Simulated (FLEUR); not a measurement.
CaSe: equation of state with r2SCAN

Crystal: CaSe.

```
Se Ca
1.0
     0.00000    2.95600    2.95600
     2.95600    0.00000    2.95600
     2.95600    2.95600    0.00000
Se Ca
1 1
Direct
  0.50000 0.50000 0.50000
  0.00000 0.00000 0.00000
```

```json
{
  "Program": "FLEUR MaX-R8.1 (later development tree)",
  "Task": "equation of state",
  "Functional": "r2SCAN",
  "Potentials or basis": "all-electron",
  "Basis": "FLAPW",
  "Kmax": "4.1 1/bohr",
  "k mesh": "8 × 8 × 8",
  "Occupations": "fermi-dirac, width 0.05 eV",
  "Spin": "no spin polarisation",
  "Gmax": "12.7 1/bohr",
  "Muffin-tin radii": "Se 2.51, Ca 2.51 bohr",
  "lmax": "Se 10, Ca 10",
  "lnonsphr": "Se 10, Ca 10",
  "Local orbitals a species": "Se 4, Ca 5"
}
```

- Equilibrium volume: 26.13 Å³/atom
- Bulk modulus: 52 GPa

Energy against volume, from the lowest point:
| volume (Å³/atom) | energy (meV/atom) |
| --- | --- |
| 24.280 | 23.76 |
| 24.796 | 11.56 |
| 25.829 | 0.00 |
| 26.863 | 2.64 |
| 27.379 | 8.31 |

Caveat: the meta-GGA is that of a development version, with a GGA for the radial functions and cores and without core tails. Zero-point motion and thermal expansion aren't in these numbers.
